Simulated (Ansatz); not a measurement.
# BN: the cost of one run

All numbers are computed with the Python package of Ansatz 0.2.0. Level of theory: DFT PBEsol+D4, plane waves, PAW.

### 1 Starting point

The structure is orthorhombic, space group Fmm2 (No. 42). Conventional cell: a = 2.503 Å, b = 6.991 Å, c = 4.332 Å, α = 90.00°, β = 90.00°, γ = 90.00°. B (site symmetry mm2) has 3 N at 1.44 Å as nearest neighbours. N (site symmetry mm2) is surrounded by 3 B at 1.44 Å.

No structure file is read: the coordinates are typed or built in the script.

### 2 The script

Contents of bn.py:

```python
# -*- coding: utf-8 -*-
import warnings

import ansatz as az
import numpy as np
from tabulate import tabulate

warnings.simplefilter('ignore', az.DeckWarning)

vectors = np.array([
    [0.0, 3.495316, 2.166091],
    [1.251632, 0.0, 2.166091],
    [1.251632, 3.495316, 0.0],
])
cell = (
    az.Lattice.of(vectors)
    .atom('B', (4.9e-05, 4.9e-05, 0.999951))
    .atom('N', (2 / 3, 2 / 3, 1 / 3))
)

mesh = (8, 8, 8)
rows = []
for repeats in [(1, 1, 1), (1, 2, 1), (2, 2, 1)]:
    setup = (
        cell.supercell(*repeats).calculation()
        .occupations('Fixed')
        .functional(az.Functional.PBESOL, dispersion='d4')
        .pseudopotentials('paw')
        .kpoints(*(k // n for k, n in zip(mesh, repeats)))
    )
    report = setup.run(threads=1).report
    n = len(report['lattice']['sites'])
    rows.append((repeats, n, report['free_energy_ev'] / n, report['fermi_energy_ev'], report['n_kpoints'], report['n_symmetry_ops']))
print(tabulate(rows, headers=['repeats', 'atoms', 'F/atom eV', 'Fermi level eV', 'k-points', 'symmetry operations'], floatfmt='.4f', tablefmt='github'))
```

### 3 The calls as engine input

The package turns the script's settings into the engine's input (first run):

```yaml
crystal:
  lattice:
    - [0.0, 3.495316, 2.166091]
    - [1.251632, 0.0, 2.166091]
    - [1.251632, 3.495316, 0.0]
  atoms:
    - { symbol: B, position: [4.9e-05, 4.9e-05, 0.999951] }
    - { symbol: "N", position: [0.6666666666666666, 0.6666666666666666, 0.3333333333333333] }
kpoints:
  mp_grid:
    grid: [8, 8, 8]
hamiltonian:
  xc: pbesol
  dispersion: d4
  pseudopotentials:
    kind: paw
scf:
  occupations:
    method: fixed
```

### 4 Launch

The run is started by

```bash
$ python bn.py
```

Q: Estimate wall time and peak memory on 1 thread of Arm Neoverse V1, shared host.

About 16 s, with a peak of 0.43 GiB.
